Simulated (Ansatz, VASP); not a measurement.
## Hf: VASP beside Ansatz

File INCAR:

```
SYSTEM = Hf
  ALGO = Normal
  EDIFF = 1E-8
  ENCUT = 520
  GGA = PE
  ISIF = 2
  ISMEAR = -1
  LASPH = .True.
  LCHARG = .False.
  LEFG = .True.
  LREAL = .False.
  LWAVE = .False.
  NBANDS = 11
  NELM = 100
  PREC = Accurate
  SIGMA = 0.05
```

The input KPOINTS:

```
k-points
0
Gamma
  14 14 14
  0 0 0
```

The input POSCAR:

```
Hf
1.0
   -1.7869500000      1.7869500000      1.8050000000
    1.7869500000     -1.7869500000      1.8050000000
    1.7869500000      1.7869500000     -1.8050000000
Hf
1
Direct
    0.0000000000      0.0000000000      0.0000000000
```

Input for Ansatz:

```yaml
crystal:
  lattice:
    - [-1.78695, 1.78695, 1.805]
    - [1.78695, -1.78695, 1.805]
    - [1.78695, 1.78695, -1.805]
  atoms:
    - { symbol: Hf, position: [0.0, 0.0, 0.0] }
kpoints:
  mp_grid: { grid: [14, 14, 14] }
scf:
  occupations: { method: fermi_dirac, width: 0.05 }
hamiltonian:
  xc: pbe
  pseudopotentials: { kind: all_electron, datasets: crystal }
output:
  forces: true
  stress: true
  eigenvalues: true
  efg: { contact_densities: true }
```

Change from the starting cell: equal xx and yy strain of -1 %, crystal datasets.

Alike in both runs: task electric field gradients; functional PBE; k mesh 14 × 14 × 14; occupations fermi-dirac, width 0.05 eV; no spin polarisation.

|  | VASP | Ansatz |
| --- | --- | --- |
| version | VASP 6.6.1 | Ansatz 0.2.0 |
| potentials or method | VASP PAW PBE potentials, release 64 (Hf_pv) | all-electron PAW with datasets made for the crystal, scalar-relativistic |
| plane-wave cutoff (eV) | 520 | see its input |

|  | VASP | Ansatz | Ansatz less VASP |
| --- | --- | --- | --- |
| pressure (GPa) | -3.5 | -3.2 | +0.37 |
| largest component of the traceless stress (GPa) | 0.42 | 0.41 | -0.011 |
| Vzz of the field gradient on the site that differs most (V/Å²) | -0.1 | 0.1 | +0.20 |

Ansatz ran all-electron here, so the differences hold the error of VASP's frozen core and of both bases. Ansatz warned: «gradients_without_spin_orbit».

Spin-orbit coupling is left out, which matters for the levels of Hf.
